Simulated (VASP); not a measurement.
WS2, 3 atoms in the cell. The structure is trigonal, space group R3m (No. 160). Conventional cell: a = 3.158 Å, b = 3.158 Å, c = 18.490 Å, α = 90.00°, β = 90.00°, γ = 120.00°. Around W (site symmetry 3m) lie 6 S at 2.39 to 2.42 Å. S (site symmetry 3m) has 3 W at 2.42 Å as nearest neighbours. S (site symmetry 3m) has 3 W at 2.39 Å as nearest neighbours. Measurements of this composition are mostly on another form, of space group No. 194.

```yaml
Program: VASP 6.6.1
Task: band structure
Functional: r2SCAN
Potentials_or_basis: VASP PAW PBE potentials, release 64 (W_sv, S)
Cutoff: 520 eV
k_mesh: 10 × 10 × 10
Occupations: gaussian, width 0.02 eV
Spin: no spin polarisation
Ladder: gaps
Further_INCAR_settings: ALGO = Normal; EDIFF = 1e-06
```

Potentials or basis: VASP PAW PBE potentials, release 64 (W_sv, S).

Run with:

```bash
$ cat potpaw_PBE.64/W_sv/POTCAR potpaw_PBE.64/S/POTCAR > POTCAR
$ mpirun -np 1 vasp_std > vasp.out
```

Hardware: 1 thread of Intel(R) Xeon(R) Platinum 8488C (Sapphire Rapids) (shared host).

Q: How long does it take, and how much memory?

A: Wall time 30 min on 1 thread of Intel(R) Xeon(R) Platinum 8488C (Sapphire Rapids) (shared host), peak memory 0.41 GiB. Counts: scf iterations 36, k points 116.
